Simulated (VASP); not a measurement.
# I (Im-3m) in VASP: further runs, part 2 of 2

VASP 6.6.1.

**4. Single point, PBE**

Input file INCAR:

```
SYSTEM = I
PREC = Accurate
ENCUT = 650
EDIFF = 1E-6
ISMEAR = 0
SIGMA = 0.05
LREAL = .FALSE.
LASPH = .TRUE.
NELM = 100
ALGO = Normal
ISIF = 2
LWAVE = .FALSE.
LCHARG = .FALSE.
GGA = PE
NBANDS = 10
ADDGRID = .FALSE.
```

Input file KPOINTS:

```
Automatic mesh
0
G
  5 5 5
  0 0 0
```

Input file POSCAR:

```
I
1.0
   -2.1240960000      2.1667550000      2.1089740000
    2.1114880000     -2.1329730000      2.0625830000
    2.0399160000      2.0487930000     -2.0751920000
I
1
Direct
    0.0126280000     -0.0160290000     -0.0040210000
```

Potentials or basis: VASP PAW PBE potentials, release 64 (I).

Started as:

```console
cat potpaw_PBE.64/I/POTCAR > POTCAR
mpirun -np 1 vasp_std > vasp.out
```

OUTCAR:

```text
SYSTEM = I
   PREC = Accurate
   ENCUT = 650
   EDIFF = 1E-6
   ISMEAR = 0
   LREAL = .FALSE.
   LASPH = .TRUE.
   NELM = 100
   ISIF = 2
   GGA = PE

 Found     63 irreducible k-points:

 Following reciprocal coordinates:
            Coordinates               Weight
  0.000000  0.000000  0.000000      1.000000
  0.200000  0.000000 -0.000000      2.000000
  0.400000  0.000000  0.000000      2.000000
 -0.000000  0.200000 -0.000000      2.000000
  0.200000  0.200000 -0.000000      2.000000
  0.400000  0.200000 -0.000000      2.000000
   k-points           NKPTS =     63   k-points in BZ     NKDIM =     63   number of bands    NBANDS=     10
   number of dos      NEDOS =    301   number of ions     NIONS =      1
   total plane-waves  NPLWV =  28800
   dimension x,y,z NGX =    32 NGY =   30 NGZ =   30
   dimension x,y,z NGXF=    64 NGYF=   60 NGZF=   60
   ions per type =               1
   NGX,Y,Z   is equivalent  to a cutoff of  14.40, 13.70, 14.01 a.u.
   NGXF,Y,Z  is equivalent  to a cutoff of  28.79, 27.39, 28.03 a.u.
 SYSTEM =  I
   PREC   = accura    normal or accurate (medium, high low for compatibility)
   ISTART =      0    job   : 0-new  1-cont  2-samecut
   ICHARG =      2    charge: 1-file 2-atom 10-const
   ISPIN  =      1    spin polarized calculation?
   LNONCOLLINEAR =      F non collinear calculations
   LSORBIT =      F    spin-orbit coupling
   LASPH  =      T    aspherical Exc in radial PAW
   ENCUT  =  650.0 eV  47.77 Ry    6.91 a.u.   7.68  7.57  7.40*2*pi/ulx,y,z
   NELM   =    100;   NELMIN=  2; NELMDL= -5     # of ELM steps
   EDIFF  = 0.1E-05   stopping-criterion for ELM
   LREAL  =      F    real-space projection
   EDIFFG = 0.1E-04   stopping-criterion for IOM
   NSW    =      0    number of steps for IOM
   IBRION =     -1    ionic relax: 0-MD 1-quasi-New 2-CG
   NFREE  =      0    steps in history (QN), initial steepest desc. (CG)
   ISIF   =      2    stress and relaxation
   ISYM   =      2    0-nonsym 1-usesym 2-fastsym
   POTIM  = 0.5000    time-step for ionic-motion
   TEBEG  =    0.0;   TEEND  =   0.0 temperature during run
   PSTRESS=    0.0 pullay stress
   NELECT =       7.0000    total number of electrons
   NUPDOWN=      -1.0000    fix difference up-down
   EMIN   =  10.00;   EMAX   =-10.00  energy-range for DOS
   EFERMI =   0.00;   METHOD = LEGACY
   ISMEAR =     0;   SIGMA  =   0.05  broadening in eV -4-tet -1-fermi 0-gaus
   EFERMI_NEDOS =   21; number of points for ismear=-14 and -15
   IALGO  =     38    algorithm
   IMIX   =      4    mixing-type and parameters
     AMIX     =   0.40;   BMIX     =  1.00
     AMIX_MAG =   1.60;   BMIX_MAG =  1.00
  volume/ion in A,a.u.               =      36.48       246.21
  Fermi-wavevector in a.u.,A,eV,Ry     =   0.944215  1.784308 12.130170  0.891542
  Thomas-Fermi vector in A             =   2.071998
   LORBIT       =      0    0 simple, 1 ext, 2 COOP (PROOUT), +10 PAW based schemes
   GGA     = PE    functional components
   LHFCALC =     F    Hartree Fock is set to
   AEXX    =    0.0000 exact exchange contribution
   IVDW    =     0    specifies the selected vdW correction
   LEPSILON=     F    determine dielectric tensor
   LRPA    =     F    only Hartree local field effects (RPA)
 non-spin polarized calculation
 Gauss-broadening in eV      SIGMA  =   0.05
  energy-cutoff  :      650.00
  volume of cell :       36.48
 maximum number of plane-waves:      1399
   NGX = 15   NGY = 15   NGZ = 15

 number of electron       7.0000000 magnetization

 Free energy of the ion-electron system (eV)
  ---------------------------------------------------
  ext. energy  EPLUGINS =         0.00000000
  ---------------------------------------------------
  free energy    TOTEN  =        -1.13375025 eV

  energy without entropy =       -1.13005196  energy(sigma->0) =       -1.13190110

 E-fermi :   4.1677     XC(G=0):  -8.9217

 val. band max:        4.1583253006   @ k =  -0.0000   0.2000  -0.0000
 cond. band min:       4.1708185955   @ k =  -0.4000  -0.0000   0.2000
 fundamental gap:      0.0124932949
 Fermi energy:         4.1676589023

 k-point     1 :       0.0000    0.0000    0.0000
  band No.  band energies     occupation
      1      -9.1998      2.00000
      2       4.7390      0.00000
      3       4.8915      0.00000
      4       5.0019      0.00000
      5      10.9111      0.00000
      6      13.6042      0.00000
      7      13.7482      0.00000
      8      14.1831      0.00000
      9      16.0497      0.00000
     10      16.2710      0.00000

 k-point     2 :       0.2000    0.0000   -0.0000
  band No.  band energies     occupation
      1      -8.8199      2.00000
      2       2.7026      2.00000
      3       4.2682      0.00446
      4       4.8439      0.00000
      5      11.5111      0.00000
      6      12.5807      0.00000
      7      13.8958      0.00000
      8      15.4526      0.00000
      9      15.7238      0.00000
     10      15.8265      0.00000

 k-point     3 :       0.4000    0.0000    0.0000
  band No.  band energies     occupation
      1      -8.0486      2.00000
      2       0.1922      2.00000
      3       3.5236      2.00000
      4       4.6780      0.00000
      5      10.1589      0.00000
      6      11.5388      0.00000
      7      16.2251      0.00000
      8      16.3670      0.00000
      9      18.0633      0.00000
     10      19.1023      0.00000

 k-point     4 :      -0.0000    0.2000   -0.0000
  band No.  band energies     occupation
      1      -8.7976      2.00000
      2       2.7566      2.00000
      3       4.1583      1.20822
      4       4.7975      0.00000
      5      11.4777      0.00000
      6      12.4956      0.00000
      7      13.9659      0.00000
      8      15.2687      0.00000
      9      15.6942      0.00000
     10      15.8102      0.00000

 k-point     5 :       0.2000    0.2000   -0.0000
  band No.  band energies     occupation
      1      -8.1797      2.00000
      2       0.9572      2.00000
      3       3.0755      2.00000
      4       4.4396      0.00000
      5      11.4716      0.00000
      6      12.1755      0.00000
      7      14.2550      0.00000
      8      15.3672      0.00000
      9      17.8630      0.00000
     10      18.8881      0.00000

 k-point     6 :       0.4000    0.2000   -0.0000
  band No.  band energies     occupation
      1      -7.7687      2.00000
      2       0.2098      2.00000
      3       2.1167      2.00000
      4       4.2607      0.00846
      5      11.1758      0.00000
      6      12.6380      0.00000
      7      15.2894      0.00000
      8      16.0267      0.00000
      9      18.9491      0.00000
     10      20.0189      0.00000

 [... further k-points ...]

------------------------ aborting loop because EDIFF is reached ----------------------------------------

  FORCE on cell =-STRESS in cart. coord.  units (eV):
  Direction    XX          YY          ZZ          XY          YZ          ZX
  --------------------------------------------------------------------------------------
  -------------------------------------------------------------------------------------
  Total       -0.2347445     -0.1934136     -0.1832930     -0.8333724      0.3814984     -0.0750600
  in kB      -10.3085236     -8.4935267     -8.0490936    -36.5965456     16.7530434     -3.2961699
  external PRESSURE =      -8.9503813 kB  Pullay stress =       0.0000000 kB

 VOLUME and BASIS-vectors are now :
 -----------------------------------------------------------------------------
  energy-cutoff  :      650.00
  volume of cell :       36.48
      direct lattice vectors                 reciprocal lattice vectors
    -2.124096000  2.166755000  2.108974000     0.005496097  0.235420953  0.237828778
     2.111488000 -2.132973000  2.062583000     0.241671392  0.002899229  0.240425590
     2.039916000  2.048793000 -2.075192000     0.245788549  0.242134979 -0.001217987

 POSITION                                       TOTAL-FORCE (eV/Angst)
 -----------------------------------------------------------------------------------
      4.08253     -0.03087     -0.01069        -0.000000      0.000000     -0.000000
 -----------------------------------------------------------------------------------
    total drift:                               -0.000000     -0.000000     -0.000000

  FREE ENERGIE OF THE ION-ELECTRON SYSTEM (eV)
  ---------------------------------------------------
  free  energy   TOTEN  =        -1.1337502518 eV

  energy  without entropy=       -1.1300519552  energy(sigma->0) =       -1.13190110
```

OSZICAR:

```text
N       E                     dE             d eps       ncg     rms          rms(c)
DAV:   1     0.230775908918E+02    0.23078E+02   -0.29162E+03  1260   0.604E+02
DAV:   2    -0.148965626831E+00   -0.23227E+02   -0.22302E+02  1684   0.911E+01
DAV:   3    -0.112847448117E+01   -0.97951E+00   -0.96947E+00  1546   0.187E+01
DAV:   4    -0.113710367393E+01   -0.86292E-02   -0.86250E-02  1514   0.218E+00
DAV:   5    -0.113721955628E+01   -0.11588E-03   -0.11588E-03  1502   0.242E-01    0.352E+00
DAV:   6    -0.113377341288E+01    0.34461E-02   -0.58068E-03  1424   0.341E-01    0.215E+00
DAV:   7    -0.113384702905E+01   -0.73616E-04   -0.83625E-03  1388   0.430E-01    0.192E-01
DAV:   8    -0.113374989942E+01    0.97130E-04   -0.68609E-04  1368   0.127E-01    0.369E-02
DAV:   9    -0.113374989331E+01    0.61153E-08   -0.22598E-05  1484   0.275E-02    0.150E-02
DAV:  10    -0.113375025182E+01   -0.35851E-06   -0.17888E-06  1452   0.782E-03
   1 F= -.11337503E+01 E0= -.11319011E+01  d E =-.369830E-02
```

Run time: 12 s. Hardware: 1 thread of Intel Xeon Platinum 8488C (Sapphire Rapids), shared host; peak memory 0.18 GiB.

The run converged, but some of its settings lie outside the range that counts as converged, so its numbers aren't taken as properties of the crystal.

Results:

* Free energy: -1.1338 eV
* Pressure: -0.9 GPa
* Band gap on the k mesh: none (metal or under the smearing width)

Caveat: the k mesh is coarse (spacing up to 0.43 Å⁻¹), so the values aren't converged; an odd number of electrons without spin polarisation forces a metal; a magnetic or distorted state may lie lower.

**5. Single point, PBE**

This run uses another cell than the first one, of the same volume but with other edges.

INCAR, as its differences from that of step 4:

```diff
@@ -2,3 +2,3 @@
 PREC = Accurate
-ENCUT = 650
+ENCUT = 340
 EDIFF = 1E-6
```

Input file KPOINTS:

```
Automatic mesh
0
G
  7 7 7
  0 0 0
```

Input file POSCAR:

```
I
1.0
   -2.0893754423      2.0893754423      2.0893754423
    2.0893754423     -2.0893754423      2.0893754423
    2.0893754423      2.0893754423     -2.0893754423
I
1
Direct
    0.0000000000      0.0000000000      0.0000000000
```

Potentials or basis: VASP PAW PBE potentials, release 64 (I).

Started as:

```console
cat potpaw_PBE.64/I/POTCAR > POTCAR
mpirun -np 1 vasp_std > vasp.out
```

OUTCAR:

```text
SYSTEM = I
   PREC = Accurate
   ENCUT = 340
   EDIFF = 1E-6
   ISMEAR = 0
   LREAL = .FALSE.
   LASPH = .TRUE.
   NELM = 100
   ISIF = 2
   GGA = PE

 Found     20 irreducible k-points:

 Following reciprocal coordinates:
            Coordinates               Weight
  0.000000  0.000000  0.000000      1.000000
  0.142857  0.000000  0.000000     12.000000
  0.285714  0.000000  0.000000     12.000000
  0.428571  0.000000  0.000000     12.000000
  0.142857  0.142857  0.000000     24.000000
  0.285714  0.142857 -0.000000     48.000000
   k-points           NKPTS =     20   k-points in BZ     NKDIM =     20   number of bands    NBANDS=     10
   number of dos      NEDOS =    301   number of ions     NIONS =      1
   total plane-waves  NPLWV =  13824
   dimension x,y,z NGX =    24 NGY =   24 NGZ =   24
   dimension x,y,z NGXF=    48 NGYF=   48 NGZF=   48
   ions per type =               1
   NGX,Y,Z   is equivalent  to a cutoff of  11.03, 11.03, 11.03 a.u.
   NGXF,Y,Z  is equivalent  to a cutoff of  22.05, 22.05, 22.05 a.u.
 SYSTEM =  I
   PREC   = accura    normal or accurate (medium, high low for compatibility)
   ISTART =      0    job   : 0-new  1-cont  2-samecut
   ICHARG =      2    charge: 1-file 2-atom 10-const
   ISPIN  =      1    spin polarized calculation?
   LNONCOLLINEAR =      F non collinear calculations
   LSORBIT =      F    spin-orbit coupling
   LASPH  =      T    aspherical Exc in radial PAW
   ENCUT  =  340.0 eV  24.99 Ry    5.00 a.u.   5.44  5.44  5.44*2*pi/ulx,y,z
   NELM   =    100;   NELMIN=  2; NELMDL= -5     # of ELM steps
   EDIFF  = 0.1E-05   stopping-criterion for ELM
   LREAL  =      F    real-space projection
   EDIFFG = 0.1E-04   stopping-criterion for IOM
   NSW    =      0    number of steps for IOM
   IBRION =     -1    ionic relax: 0-MD 1-quasi-New 2-CG
   NFREE  =      0    steps in history (QN), initial steepest desc. (CG)
   ISIF   =      2    stress and relaxation
   ISYM   =      2    0-nonsym 1-usesym 2-fastsym
   POTIM  = 0.5000    time-step for ionic-motion
   TEBEG  =    0.0;   TEEND  =   0.0 temperature during run
   PSTRESS=    0.0 pullay stress
   NELECT =       7.0000    total number of electrons
   NUPDOWN=      -1.0000    fix difference up-down
   EMIN   =  10.00;   EMAX   =-10.00  energy-range for DOS
   EFERMI =   0.00;   METHOD = LEGACY
   ISMEAR =     0;   SIGMA  =   0.05  broadening in eV -4-tet -1-fermi 0-gaus
   EFERMI_NEDOS =   21; number of points for ismear=-14 and -15
   IALGO  =     38    algorithm
   IMIX   =      4    mixing-type and parameters
     AMIX     =   0.40;   BMIX     =  1.00
     AMIX_MAG =   1.60;   BMIX_MAG =  1.00
  volume/ion in A,a.u.               =      36.48       246.21
  Fermi-wavevector in a.u.,A,eV,Ry     =   0.944215  1.784308 12.130172  0.891543
  Thomas-Fermi vector in A             =   2.071998
   LORBIT       =      0    0 simple, 1 ext, 2 COOP (PROOUT), +10 PAW based schemes
   GGA     = PE    functional components
   LHFCALC =     F    Hartree Fock is set to
   AEXX    =    0.0000 exact exchange contribution
   IVDW    =     0    specifies the selected vdW correction
   LEPSILON=     F    determine dielectric tensor
   LRPA    =     F    only Hartree local field effects (RPA)
 non-spin polarized calculation
 Gauss-broadening in eV      SIGMA  =   0.05
  energy-cutoff  :      340.00
  volume of cell :       36.48
 maximum number of plane-waves:       535
 NGX is ok and might be reduce to    24

 number of electron       6.9999996 magnetization

 Free energy of the ion-electron system (eV)
  ---------------------------------------------------
  ext. energy  EPLUGINS =         0.00000000
  ---------------------------------------------------
  free energy    TOTEN  =        -1.05783897 eV

  energy without entropy =       -1.05582794  energy(sigma->0) =       -1.05683345

 E-fermi :   4.0361     XC(G=0):  -8.9202

 val. band max:        3.9267594722   @ k =   0.1429   0.1429   0.0000
 cond. band min:       4.0380055798   @ k =   0.2857   0.2857   0.0000
 fundamental gap:      0.1112461077
 Fermi energy:         4.0361095364

 k-point     1 :       0.0000    0.0000    0.0000
  band No.  band energies     occupation
      1      -9.1847      2.00000
      2       4.8889      0.00000
      3       4.8889      0.00000
      4       4.8889      0.00000
      5      10.9334      0.00000
      6      13.8660      0.00000
      7      13.8660      0.00000
      8      13.8660      0.00000
      9      16.1027      0.00000
     10      16.1027      0.00000
[... 53 lines left out ...]
 k-point     6 :       0.2857    0.1429   -0.0000
  band No.  band energies     occupation
      1      -8.0426      2.00000
      2       0.6802      2.00000
      3       3.0189      2.00000
      4       4.2885      0.00000
      5      10.9777      0.00000
      6      12.1698      0.00000
      7      14.6290      0.00000
      8      16.3588      0.00000
      9      17.9966      0.00000
     10      18.7135      0.00000

 [... further k-points ...]

------------------------ aborting loop because EDIFF is reached ----------------------------------------

  FORCE on cell =-STRESS in cart. coord.  units (eV):
  Direction    XX          YY          ZZ          XY          YZ          ZX
  --------------------------------------------------------------------------------------
  -------------------------------------------------------------------------------------
  Total       -0.0829083     -0.0829083     -0.0829083      0.0000000      0.0000000      0.0000000
  in kB       -3.6408181     -3.6408181     -3.6408181      0.0000000      0.0000000      0.0000000
  external PRESSURE =      -3.6408181 kB  Pullay stress =       0.0000000 kB

 VOLUME and BASIS-vectors are now :
 -----------------------------------------------------------------------------
  energy-cutoff  :      340.00
  volume of cell :       36.48
      direct lattice vectors                 reciprocal lattice vectors
    -2.089375442  2.089375442  2.089375442     0.000000000  0.239305962  0.239305962
     2.089375442 -2.089375442  2.089375442     0.239305962  0.000000000  0.239305962
     2.089375442  2.089375442 -2.089375442     0.239305962  0.239305962  0.000000000

 POSITION                                       TOTAL-FORCE (eV/Angst)
 -----------------------------------------------------------------------------------
      0.00000      0.00000      0.00000        -0.000000     -0.000000     -0.000000
 -----------------------------------------------------------------------------------
    total drift:                                0.000000     -0.000000     -0.000000

  FREE ENERGIE OF THE ION-ELECTRON SYSTEM (eV)
  ---------------------------------------------------
  free  energy   TOTEN  =        -1.0578389689 eV

  energy  without entropy=       -1.0558279409  energy(sigma->0) =       -1.05683345
```

OSZICAR:

```text
N       E                     dE             d eps       ncg     rms          rms(c)
DAV:   1     0.160309749468E+02    0.16031E+02   -0.18390E+03   400   0.333E+02
DAV:   2    -0.450478569814E+00   -0.16481E+02   -0.16187E+02   556   0.722E+01
DAV:   3    -0.105189526694E+01   -0.60142E+00   -0.58679E+00   484   0.132E+01
DAV:   4    -0.105666838493E+01   -0.47731E-02   -0.47730E-02   496   0.152E+00
DAV:   5    -0.105672023352E+01   -0.51849E-04   -0.51848E-04   466   0.141E-01    0.352E+00
DAV:   6    -0.105703716906E+01   -0.31694E-03   -0.16872E-03   448   0.207E-01    0.215E+00
DAV:   7    -0.105783465945E+01   -0.79749E-03   -0.32535E-03   446   0.297E-01    0.105E-01
DAV:   8    -0.105783804048E+01   -0.33810E-05   -0.15023E-04   466   0.590E-02    0.178E-02
DAV:   9    -0.105783896891E+01   -0.92844E-06   -0.32560E-06   468   0.124E-02
   1 F= -.10578390E+01 E0= -.10568335E+01  d E =-.201103E-02
```

Run time: 2.7 s. Hardware: 1 thread of Intel Xeon Platinum 8488C (Sapphire Rapids), shared host; peak memory 0.13 GiB.

The run converged, but some of its settings lie outside the range that counts as converged, so its numbers aren't taken as properties of the crystal.

Results:

```
Free energy            : -1.0578 eV
Pressure               : -0.4 GPa
Band gap on the k mesh : none (metal or under the smearing width)
```

Caveat: an odd number of electrons without spin polarisation forces a metal; a magnetic or distorted state may lie lower.

**6. For comparison**

An earlier run on the cell as given: functional PBE; potentials or basis VASP PAW PBE potentials, release 64 (I); cutoff 520 eV; k mesh 9 × 9 × 9; occupations fermi-dirac, width 0.05 eV; no spin polarisation.

- Pressure: -0.2 GPa
- Band gap on the k mesh: none (metal or under the smearing width)
